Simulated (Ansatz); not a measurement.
Task: a formation energy from the elements of AgBr and its elements, with the Ansatz DFT code, driven from Python. Give the script and its output. Settings (first run): PBE, PAW, cutoff 420 eV, 14×14×14 k-points, Fermi-Dirac smearing of 0.02 eV.

`formation_agbr.py`:
```python
from collections import Counter
import warnings

import ansatz as az
import numpy as np

PHASES = {
    'AgBr': (
        [(0.0, 2.87015, 2.87015), (2.87015, 0.0, 2.87015), (2.87015, 2.87015, 0.0)],
        [
            ('Ag', (0.0, 0.0, 0.0)),
            ('Br', (0.5, 0.5, 0.5)),
        ],
    ),
    'Ag': (
        [(0.0, 2.04275, 2.04275), (2.04275, 0.0, 2.04275), (2.04275, 2.04275, 0.0)],
        [
            ('Ag', (0.0, 0.0, 0.0)),
        ],
    ),
    'Br': (
        [(3.36325, -2.32255, 0.0), (3.36325, 2.32255, 0.0), (0.0, 0.0, 8.7023)],
        [
            ('Br', (0.8651, 0.1349, 0.1099)),
            ('Br', (0.6349, 0.3651, 0.6099)),
            ('Br', (0.1349, 0.8651, 0.8901)),
            ('Br', (0.3651, 0.6349, 0.3901)),
        ],
    ),
}


def build(vectors, sites):
    crystal = az.Crystal(lattice=az.Lattice.of(vectors))
    for symbol, position in sites:
        crystal = crystal.atom(symbol, position)
    return crystal


def solve(name, crystal):
    calc = crystal.calculation()
    calc = calc.basis(420)
    calc = calc.functional('pbe')
    calc = calc.kpoints(spacing=0.14).occupations('fermi_dirac', width=0.02)
    calc = calc.stress()
    calc = calc.relax(force_tolerance=0.02, fix_cell=['shape'])
    return calc.run(threads=1)


def counts(outcome):
    return Counter(site.symbol for site in outcome.lattice.sites)

def formation_energy(outcome, mu):
    n = counts(outcome)
    return (outcome.report['energy_sigma0_ev'] - sum(k * mu[element] for element, k in n.items())) / sum(n.values())


def volume_per_atom(outcome):
    return abs(np.linalg.det(outcome.lattice.cell_ang)) / len(outcome.lattice.sites)


def main() -> None:
    warnings.simplefilter('ignore', az.DeckWarning)

    phases = {name: build(*cell) for name, cell in PHASES.items()}

    done = {name: solve(name, crystal) for name, crystal in phases.items()}

    references = {'Ag': 'Ag', 'Br': 'Br'}
    mu = {element: done[name].report['energy_sigma0_ev'] / len(done[name].lattice.sites) for element, name in references.items()}

    target = done['AgBr']
    heat = formation_energy(target, mu)
    n = counts(target)
    print('cell content:', dict(n), ' volume', round(volume_per_atom(target), 3), 'A^3/atom')
    print('formation energy', round(heat, 4), 'eV/atom,', round(heat * sum(n.values()), 4), 'eV per cell')
    print('bound against the elements' if heat < 0 else 'unbound against the elements')


if __name__ == '__main__':
    main()
```

```console
$ python formation_agbr.py
cell content: {<Element.AG: 'Ag'>: 1, <Element.BR: 'Br'>: 1}  volume 24.939 A^3/atom
formation energy -0.33 eV/atom, -0.6599 eV per cell
bound against the elements
```

Caveats:
- Atoms and volume are relaxed with the cell's shape held, which in cells of lower than cubic symmetry can hide stresses and shift volumes.
- Of the deposited cell: the entry's cell lengths or inner coordinates differ somewhat from later room-temperature determinations.
- The cells come from databases of deposited and of computed structures, and not all need be stable phases.
- The compound is the structure given, not necessarily its lowest; energies are at zero temperature, with no correction for gases. A semilocal functional's error on such energies is often 0.05 to 0.1 eV an atom, and 0.1 to 0.3 eV against gases such as O2 or F2.
- The whole script took 2.4 min on 1 thread of Arm Neoverse V1, on a shared host, peak memory 0.71 GiB.
